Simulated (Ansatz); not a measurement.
## two structures of Y: a comparison of enthalpies under pressure

Computed with the Python package of Ansatz (0.2.0).

`run_transition.py`:
```python
"""Pressure at which two phases of Y cross."""

import logging
import sys

import ansatz as az
import numpy as np

logging.basicConfig(stream=sys.stdout, format="%(levelname)s %(message)s")
log = logging.getLogger("y")
log.setLevel(logging.INFO)


def diamond(first, a):
    return (
        az.Lattice.fcc(a)
        .space_group(227, origin_choice=1)
        .atom(first, (0, 0, 0))
        .primitive()
    )


def sc(a_site, a):
    return (
        az.Lattice.cubic(a)
        .space_group(221)
        .atom(a_site, (0, 0, 0))
    )


def ground_state(name, crystal, pressure=0.0):
    calc = crystal.calculation()
    calc = calc.functional("PBE").basis(17 * az.Ha)
    calc = calc.scf(tolerance=1e-08)
    calc = calc.kpoints(spacing=0.27)
    calc = calc.occupations("fermi_dirac", width=0.05)
    calc = calc.relax(force_tolerance=0.01, max_steps=60, cell=True, pressure=pressure)
    return calc.run()


def volume_per_atom(outcome):
    return abs(np.linalg.det(outcome.lattice.cell_ang)) / len(outcome.lattice.sites)

phases = {}
phases["diamond"] = diamond("Y", 7.0)
phases["sc"] = sc("Y", 3.31)

# enthalpy per atom at each pressure
pressures = [0, 15, 30, 45]
enthalpy, volume = {name: [] for name in phases}, {name: [] for name in phases}
for p in pressures:
    for name, crystal in phases.items():
        o = ground_state(name, crystal, pressure=p)
        volume[name].append(volume_per_atom(o))
        enthalpy[name].append(o.report["energy_sigma0_ev"] / len(o.lattice.sites) + p * volume[name][-1] / 160.21766)
gap = np.array(enthalpy["sc"]) - np.array(enthalpy["diamond"])
rows = [(p, va, vb, 1000 * d) for p, va, vb, d in zip(pressures, volume["diamond"], volume["sc"], gap)]
log.info("   P (GPa)  V diamond (A^3/atom)  V sc (A^3/atom)  H(sc) - H(diamond) (meV/atom)")
for row in rows:
    log.info(f"{row[0]:10d}  {row[1]:20.3f}  {row[2]:15.3f}  {row[3]:+29.1f}")
crossings = [p0 - g0 * (p1 - p0) / (g1 - g0) for p0, p1, g0, g1 in zip(pressures, pressures[1:], gap, gap[1:]) if g0 * g1 < 0]
print("crossing near", [round(float(p), 1) for p in crossings], "GPa") if crossings else print("no crossing in this range")
```

`python run_transition.py` gives:
```text
DeckWarning: relax.cell: scf.convergence.dr2_threshold = 1e-8 eV is looser than the 2e-10 eV advised for a relaxation that steers and ends on the stress (1e-10 eV for each atom of the cell: 2). What [...]
DeckWarning: relax.cell: scf.convergence.dr2_threshold = 1e-8 eV is looser than the 1e-10 eV advised for a relaxation that steers and ends on the stress (1e-10 eV for each atom of the cell: 1). What [...]
INFO    P (GPa)  V diamond (A^3/atom)  V sc (A^3/atom)  H(sc) - H(diamond) (meV/atom)
INFO          0                44.291           34.487                        -1179.2
INFO         15                24.553           25.011                        -1358.3
INFO         30                21.467           21.461                        -1329.9
INFO         45                19.727           19.139                        -1360.1
no crossing in this range
```
(Warnings from the package without file and line, shortened.)

What to keep in mind:
- The run is spin-unpolarised.
- At a fixed pressure a relaxation lowers the enthalpy F + PV, while F alone can rise.
- For the metals among these phases the mesh is modest: differences between phases can be off by up to 40 meV an atom.
- Only these two structures are compared, at zero temperature and with their symmetry kept; either may be hypothetical, and another phase may be lower than both. Differences under about 40 meV an atom lie within the error of mesh and functional.
- The cells are prototypes set up for this calculation and needn't exist.
- Timing: 48 s on 1 thread of Arm Neoverse V2 (shared host), peak memory 0.43 GiB.

(Lines on the test bed's own set-up are left out of the output.)
